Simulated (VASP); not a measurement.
Pm:

```
Pm
1.0
     0.00000    2.58417    2.58417
     2.58417    0.00000    2.58417
     2.58417    2.58417    0.00000
Pm
1
Direct
  0.00000 0.00000 0.00000
```

This isn't the form of Pm at room conditions, which is double hcp.

```yaml
Program: VASP 6.6.1
Task: single point
Functional: LDA
Potentials_or_basis: VASP PAW PBE potentials, release 64 (Pm)
Cutoff: 900 eV
k_mesh: 11 × 11 × 11
Occupations: fermi-dirac, width 0.05 eV
Spin: collinear spin, ferromagnetic start
Starting_moments: "[4.0] μB"
```

On this cell: pressure -3.6 GPa; net moment 5.25 μB per cell; site moments Pm +4.62 μB; band gap on the k mesh none (metal or under the smearing width).

The same run follows on a disturbed copy (grid = ENCUT=900 k=11x11x11 ISMEAR=-1 SIGMA=0.05 PREC=Accurate EDIFF=1e-08 LREAL=False ADDGRID=False LASPH=True; cell strained at random at fixed volume):

```xyz
1
Lattice="-0.0555 2.5656 2.5293 2.5242 -0.0081 2.4819 2.6229 2.6168 -0.1068" Properties=species:S:1:pos:R:3 pbc="T T T"
Pm   -0.0466   -0.0367    0.0324
```

Q: What changes?

A: The energy (extrapolated to zero smearing) moves by +7.3 meV/atom; pressure -3.5 GPa; net moment 5.25 μB per cell; site moments Pm +4.62 μB; band gap on the k mesh none (metal or under the smearing width).

Stress tensor (GPa, compression positive):
```
-3.54 -0.25  0.90
-0.25 -3.51  0.35
 0.90  0.35 -3.41
```

Caveats: the magnetic or orbital state may not be the lowest; the PAW data sets were made with another functional, which shifts forces and pressure a little; spin-orbit coupling is left out, which moves the levels of the heavy elements.
